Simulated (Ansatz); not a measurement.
**NaH**

**The experiment.** The Crystallography Open Database holds a cell as deposited of cubic NaH (space group Fm-3m), temperature not stated (1963): a = 4.880 Å, 14.53 Å³/atom.

Level of theory: DFT, PBE, scalar-relativistic, no spin polarisation; plane waves to 420 eV with PAW datasets (Ansatz 0.2.0), Γ-centred 12×12×12 mesh, 0.05 eV Gaussian smearing. The datasets are Ansatz's generated set soft_2.

```cif
data_structure
_symmetry_space_group_name_H-M 'P 1'
_symmetry_Int_Tables_number 1
_cell_length_a 3.4173
_cell_length_b 3.4173
_cell_length_c 3.4173
_cell_angle_alpha 60.000
_cell_angle_beta 60.000
_cell_angle_gamma 60.000
_cell_volume 28.22
loop_
_atom_site_label
_atom_site_type_symbol
_atom_site_fract_x
_atom_site_fract_y
_atom_site_fract_z
_atom_site_occupancy
Na1 Na 0.00000 0.00000 0.00000 1
H1 H 0.50000 0.50000 0.50000 1
```

The chain of runs began from a cell as deposited in COD, expanded in volume.

The cell above was scaled in volume, its shape and atoms being fixed by the lattice's symmetry. Energies are counted from the cell above.

```tsv
V (Å³/atom)	ΔE (meV/atom)	P (GPa)	gap on the mesh (eV)
13.54	1.7	1.01	3.83
13.83	0.4	0.47	3.80
14.11	0.0	-0.01	3.76
14.39	0.4	-0.45	3.73
14.67	1.6	-0.86	3.70
```

Question: What do the points give for the equilibrium volume, the bulk modulus and its pressure derivative (third-order Birch–Murnaghan)?

Answer: V0 = 14.10 Å³/atom, B0 = 23 GPa, B0′ = 3.6.

B0·V0 = 23.2 GPa × 14.10 Å³ = 2.05 eV/atom sets the scale: near the minimum ΔE ≈ ½ B0 V0 x², with x = V/V0 − 1, and a pressure of 0.23 GPa squeezes the volume by about 1 %. At the ends of the curve: x = −4.0 % predicts 1.6 meV/atom and the run gives 1.7; x = +4.0 % predicts 1.7 meV/atom and the run gives 1.6. Compression costs more and expansion less than the parabola says, since the crystal stiffens as it shrinks; B0′ measures that.

**Against experiment.** PBE gives 4.833 Å and 14.11 Å³/atom, −2.9 % in volume (−1.0 % in length) from the database's cell. PBE more often overestimates volumes; a smaller cell is partly the thermal expansion and zero-point motion that the static lattice lacks, roughly 3.8 to 9.5 % in volume at 300 K (room temperature assumed) by Grüneisen's rule, γ·3k_BT/(B0·V0) with γ of 1 to 2.5. The database's entry may also be off.

Semilocal functionals underestimate band gaps, commonly by a third or more.
